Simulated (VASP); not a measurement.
# A VASP 6.6.1 single-point calculation on MgH2

INCAR

```
ENCUT = 520
ISMEAR = -1
NELM = 73
LASPH = .TRUE.
GGA = PE
IBRION = -1
PREC = Accurate
LWAVE = .FALSE.
LCHARG = .FALSE.
LREAL = Auto
ISIF = 2
NBANDS = 9
EDIFF = 1E-7
SIGMA = 0.02
NSW = 0
```

KPOINTS

```
KPOINTS created by Atomic Simulation Environment
0
Gamma
10 10 10
0 0 0
```

POSCAR

```
Mg H
 1.0000000000000000
    -0.0000000000000000    2.3649613291016132    2.3649613291016132
     2.3649613291016132   -0.0000000000000000    2.3649613291016132
     2.3649613291016132    2.3649613291016132   -0.0000000000000000
 Mg  H
   1   2
Cartesian
 -0.0000000000000000  0.0000000000000000  0.0000000000000000
  1.1824806645508066  1.1824806645508066  1.1824806645508066
  3.5474419936524195  3.5474419936524200  3.5474419936524200
```

The recommended PBE PAW datasets give the neutral cell 4 valence electrons.

Command

```
mpirun -np 1 vasp_std
```

OSZICAR

```
N       E                     dE             d eps       ncg     rms          rms(c)
DAV:   1    -0.322719018042E+01   -0.32272E+01   -0.17076E+03   886   0.330E+02
DAV:   2    -0.904337251398E+01   -0.58162E+01   -0.53703E+01  1183   0.431E+01
DAV:   3    -0.916631648007E+01   -0.12294E+00   -0.12286E+00  1041   0.618E+00
DAV:   4    -0.916653739610E+01   -0.22092E-03   -0.22091E-03  1215   0.243E-01
DAV:   5    -0.916653793317E+01   -0.53707E-06   -0.53716E-06  1016   0.964E-03    0.470E+00
DAV:   6    -0.866472293631E+01    0.50181E+00   -0.34072E-01   882   0.227E+00    0.238E+00
DAV:   7    -0.849279146935E+01    0.17193E+00   -0.45270E-01   903   0.287E+00    0.372E-01
DAV:   8    -0.849661301538E+01   -0.38215E-02   -0.86820E-03   979   0.492E-01    0.598E-02
DAV:   9    -0.849655554499E+01    0.57470E-04   -0.27521E-04   995   0.772E-02    0.144E-02
DAV:  10    -0.849657490417E+01   -0.19359E-04   -0.36775E-05   956   0.308E-02    0.117E-02
DAV:  11    -0.849657358202E+01    0.13221E-05   -0.52707E-06  1020   0.827E-03    0.194E-03
DAV:  12    -0.849657350872E+01    0.73303E-07   -0.16113E-07   990   0.244E-03
   1 F= -.84965735E+01 E0= -.84965351E+01  d E =-.768827E-04
```

Standard output (part)

```
POSCAR found type information on POSCAR MgH
 POSCAR found :  2 types and       3 ions
|     You have a (more or less) 'small supercell' and for smaller cells       |
|     it is recommended to use the reciprocal-space projection scheme!        |
|     The real-space optimization is not efficient for small cells and it     |
|     is also less accurate ...                                               |
|     Therefore, set LREAL=.FALSE. in the INCAR file.                         |
 LDA part: xc-table for (Slater+PW92), standard interpolation
 POSCAR, INCAR and KPOINTS ok, starting setup
 WAVECAR not read
 entering main loop
```

From OUTCAR

```
k-points           NKPTS =     47   k-points in BZ     NKDIM =     47   number of bands    NBANDS=      9

   NELECT =       4.0000    total number of electrons

   dimension x,y,z NGX =    28 NGY =   28 NGZ =   28
   dimension x,y,z NGXF=    56 NGYF=   56 NGZF=   56

  energy-cutoff  :      520.00
  volume of cell :       26.45
      direct lattice vectors                 reciprocal lattice vectors
     0.000000000  2.364961329  2.364961329    -0.211419947  0.211419947  0.211419947
     2.364961329  0.000000000  2.364961329     0.211419947 -0.211419947  0.211419947
     2.364961329  2.364961329  0.000000000     0.211419947  0.211419947 -0.211419947

 k-points in reciprocal lattice and weights: KPOINTS created by Atomic Simulation Env
   0.00000000  0.00000000  0.00000000       0.001
   0.10000000  0.00000000  0.00000000       0.008
   0.20000000  0.00000000  0.00000000       0.008
   0.30000000  0.00000000  0.00000000       0.008
   0.40000000  0.00000000  0.00000000       0.008
   0.50000000  0.00000000  0.00000000       0.004
   0.10000000  0.10000000  0.00000000       0.006
   0.20000000  0.10000000  0.00000000       0.024
   ...

 E-fermi :   3.0923

 k-point     1 :       0.0000    0.0000    0.0000
  band No.  band energies     occupation
      1      -7.0037      2.00000
      2       4.0391      0.00000
      3      12.4800      0.00000
      4      12.4800      0.00000
      5      12.4800      0.00000
      6      15.1565      0.00000
      7      15.1565      0.00000
      8      15.1565      0.00000
      9      15.9142      0.00000

 k-point     2 :       0.1000    0.0000    0.0000
  band No.  band energies     occupation
      1      -6.8183      2.00000
      2       3.6144      0.00000
      3      11.6220      0.00000
      4      12.2247      0.00000
      5      12.2247      0.00000
      6      15.0903      0.00000
      7      15.7264      0.00000
      8      15.7264      0.00000
      9      16.2478      0.00000

 k-point     3 :       0.2000    0.0000    0.0000
  band No.  band energies     occupation
      1      -6.2677      2.00000
      2       2.4476      2.00000
      3      10.5185      0.00000
      4      11.8454      0.00000
      5      11.8454      0.00000
      6      13.6284      0.00000
      7      15.6365      0.00000
      8      15.6365      0.00000
      9      17.3547      0.00000

 k-point     4 :       0.3000    0.0000    0.0000
  band No.  band energies     occupation
      1      -5.3673      2.00000
      2       0.8229      2.00000
      3       9.8953      0.00000
      4      11.6719      0.00000
      5      11.6719      0.00000
      6      12.2126      0.00000
      7      14.1969      0.00000
      8      14.1969      0.00000
      9      19.2143      0.00000

 k-point     5 :       0.4000    0.0000    0.0000
  band No.  band energies     occupation
      1      -4.1457      2.00000
      2      -0.9481      2.00000
      3       9.7778      0.00000
      4      11.0804      0.00000
      5      11.7955      0.00000
      6      11.7955      0.00000
      7      13.0585      0.00000
      8      13.0585      0.00000
      9      21.4209      0.00000

 ...

  Total        0.1237095      0.1237095      0.1237095     -0.0000000     -0.0000000      0.0000000
  in kB        7.4922392      7.4922392      7.4922392     -0.0000000     -0.0000000      0.0000000
  external PRESSURE =       7.4922392 kB  Pullay stress =       0.0000000 kB

 POSITION                                       TOTAL-FORCE (eV/Angst)
 -----------------------------------------------------------------------------------
      0.00000      0.00000      0.00000        -0.000000      0.000000     -0.000000
      1.18248      1.18248      1.18248         0.000000      0.000000      0.000000
      3.54744      3.54744      3.54744        -0.000000     -0.000000     -0.000000
 -----------------------------------------------------------------------------------
    total drift:                                0.000000      0.000000      0.000000

  FREE ENERGIE OF THE ION-ELECTRON SYSTEM (eV)
  ---------------------------------------------------
  free  energy   TOTEN  =        -8.4965735087 eV

  energy  without entropy=       -8.4964966260  energy(sigma->0) =       -8.49653507
```

It converged. Results: gap between bands v and c on the k mesh -1.33 eV (bands overlap: a metal); least direct gap on the k mesh 2.00 eV; pressure 0.7 GPa. Band v is the last that the valence electrons fill when counted band by band, and c is the next.

For comparison, a separate PBE run of the intended cell, on usual settings and not on those above, gives a gap of -1.33 eV on its mesh and a pressure of 0.7 GPa.

The run above took about 23 s on one core of a shared host (Intel Xeon Platinum 8488C) and held 0.16 GiB at most.
